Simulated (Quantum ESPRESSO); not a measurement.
The system is WC (Qusongite).

```
CELL_PARAMETERS angstrom
2.90650 0.00000 0.00000
-1.45325 2.51710 0.00000
0.00000 0.00000 2.83660
ATOMIC_POSITIONS crystal
W 0.00000 0.00000 0.00000
C 0.66667 0.33333 0.50000
```

| Item | Value |
| --- | --- |
| Program | Quantum ESPRESSO 7.5 |
| Task | single point |
| Functional | PBE |
| Potentials or basis | SSSP 1.3 efficiency PBE |
| Cutoff | 748 eV |
| Density cutoff | 5987 eV |
| k mesh | 10 × 10 × 9 |
| Occupations | fermi-dirac, width 0.05 eV |
| Spin | no spin polarisation |

On this cell: pressure 6.4 GPa; largest force under 0.003 eV/Å; band gap on the k mesh none (metal or under the smearing width).

The same run follows on a disturbed copy (atoms moved at random, drawn with an rms of 0.05 Å):

```
W C
1.0
     2.90650    0.00000    0.00000
    -1.45325    2.51710    0.00000
     0.00000    0.00000    2.83660
W C
1 1
Direct
  0.00594 0.00668 0.01947
  0.68209 0.32485 0.51994
```

Q: What does the disturbed cell give?

A: The energy (extrapolated to zero smearing) moves by +16.2 meV/atom; pressure 7.1 GPa; largest force 1.043 eV/Å; band gap on the k mesh none (metal or under the smearing width).

Forces in eV/Å, atoms in the order of the input:
```
W    0.835 -0.624  0.020
C   -0.835  0.624 -0.020
```

Stress tensor (GPa, compression positive):
```
 8.63 -2.20  0.03
-2.20  5.28 -0.02
 0.03 -0.02  7.24
```
